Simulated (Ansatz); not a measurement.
# AlN: the cost of one run

Program: Ansatz 0.2.0. Level of theory: DFT LDA, scalar-relativistic, plane waves, PAW. These are calculated values, not measurements.

6 further runs of the same task are left out: 6 set aside as unsound or not needed.

## Step 1: The structure to begin with

It takes space group P6_3/mmc (No. 194, hexagonal). The conventional cell has a = 3.276 Å, b = 3.276 Å, c = 4.101 Å, α = 90.00°, β = 90.00°, γ = 120.00°. Al (site symmetry -6m2) is surrounded by 5 N at 1.89 to 2.05 Å. Around N (site symmetry -6m2) lie 5 Al at 1.89 to 2.05 Å.

As a file:

```cif
data_structure
_symmetry_space_group_name_H-M 'P 1'
_symmetry_Int_Tables_number 1
_cell_length_a 3.2759
_cell_length_b 3.2759
_cell_length_c 4.1007
_cell_angle_alpha 90.000
_cell_angle_beta 90.000
_cell_angle_gamma 120.000
_cell_volume 38.11
loop_
_atom_site_label
_atom_site_type_symbol
_atom_site_fract_x
_atom_site_fract_y
_atom_site_fract_z
_atom_site_occupancy
Al1 Al 0.33333 0.66667 0.75000 1
Al2 Al 0.66667 0.33333 0.25000 1
N1 N 0.33333 0.66667 0.25000 1
N2 N 0.66667 0.33333 0.75000 1
```

It goes back to an entry of the Materials Project, which need not be the stable form.

It is the result of an earlier relaxation at this level (volume 9.53 Å³/atom; gap on the mesh: 3.62 eV).

## Step 2: Plan of the line

The energy is mapped over a normal mode and a strain (zone-centre modes of the cell shown) (x along [1 0 0], y along [1 2 0], z along [0 0 1] of the conventional cell).

First coordinate, amplitude of mode 4 (287 cm⁻¹), largest displacement in the unstrained cell: 11 values from −0.216 Å. Second coordinate, equal normal strain along x, y and z: 7 values from −2.50 %.

Nothing else is relaxed (the pattern is fixed in fractional coordinates). Energies count from the relaxed high-symmetry cell. Points are written as (first, second).

The modes come from a phonon run on the reference cell, made beforehand.

Displacement patterns for an amplitude of 1 (Å):

```csv
atom,x1,y1,z1
Al1,0.000,0.000,-0.519
Al2,0.000,0.000,-0.519
N3,0.000,0.000,1.000
N4,0.000,0.000,1.000
```

## Step 3: The run at (−0.043 Å, −2.50 %)

File input.yaml:

```yaml
crystal:
  lattice:
    - [3.193962907, 0.0, 0.0]
    - [-1.5969814535, 2.7660530162, 0.0]
    - [0.0, 0.0, 3.9981702366]
  atoms:
    - { symbol: Al, position: [0.3333333333, 0.6666666667, 0.7554689695] }
    - { symbol: Al, position: [0.6666666667, 0.3333333333, 0.2554689695] }
    - { symbol: "N", position: [0.3333333333, 0.6666666667, 0.2394651809] }
    - { symbol: "N", position: [0.6666666667, 0.3333333333, 0.7394651809] }
basis:
  ecutwfc: 520.0
kpoints:
  mp_grid: { grid: [9, 9, 6] }
hamiltonian:
  xc: lda
  pseudopotentials: { kind: paw, azcp: { folder: soft_1 } }
scf:
  occupations: { method: gaussian, width: 0.05 }
output:
  forces: true
  stress: true
  eigenvalues: true
  write_density: true
  write_potential: true
  elf: true
  volumetric_format: npy
```

Run with:

```sh
ansatz run input.yaml --threads 1 --pin off --max-ram 2048MiB --backend cpu --events-out ev --progress --plain --runs-dir out
```

**Question.** How long does this run take on 1 thread of AMD EPYC 9R45 (Zen 5), shared host, and how much memory does it need?

About 1.3 s, with a peak of 0.37 GiB.
